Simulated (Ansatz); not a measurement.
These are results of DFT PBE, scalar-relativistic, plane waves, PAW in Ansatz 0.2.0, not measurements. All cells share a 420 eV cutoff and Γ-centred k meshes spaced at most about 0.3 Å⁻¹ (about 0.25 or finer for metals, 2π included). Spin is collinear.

Each guess is relaxed in cell and atoms at zero pressure, on a coarse mesh first where it starts far from rest and then on a converged one. The steps can't lower the symmetry of the start, but it can rise. Energies are static (0 K, no zero-point motion).

Two unrelaxed guesses for GdN:

A. (collinear spin from parallel moments)

```
Gd N
1.0
     0.00000    2.76647    2.76647
     2.76647    0.00000    2.76647
     2.76647    2.76647    0.00000
Gd N
1 1
Direct
  0.00000 0.00000 0.00000
  0.75000 0.75000 0.75000
```

B. (collinear spin from parallel moments)

```
Gd N
1.0
     3.25203    0.00000    0.00000
    -1.62602    2.81634    0.00000
     0.00000    0.00000    5.17048
Gd N
1 1
Direct
  0.33333 0.66667 0.50000
  0.00000 0.00000 0.00000
```

Question: Where do they end, and which end is lower?

Answer: A ends lower, by 218 meV/atom. A: F-43m at 21.2 Å³/atom → F-43m (zinc blende type) at 19.0 Å³/atom; B: P-6m2 at 23.7 Å³/atom → P-6m2 (tungsten carbide type) at 15.5 Å³/atom. Counting N atoms around Gd (those within 1.25 times the shortest such distance or 1.15 times the sum of covalent radii), the end of A has Gd 4 and the end of B has Gd 6. End of A. Conventional cell: a = 5.337 Å. Gd has 4 N at 2.31 Å; N is surrounded by 4 Gd at 2.31 Å. End of B. Conventional cell: a = 3.399 Å, c = 3.090 Å. Gd has 6 N at 2.50 Å; around N lie 6 Gd at 2.50 Å.

Cells without such a test can be saddle points. Shaken at random and relaxed again, the end of A came back. Neither end is the lowest form computed: that has the rock salt type, space group Fm-3m (No. 225), is reached from a Materials Project cell and lies 189 meV/atom below the better end. The 4f shell of Gd is treated without a Hubbard U, which places its levels poorly. The magnetic state reached may not be the lowest. Some types were kept out of the candidates beforehand, so the set may lack a known form.
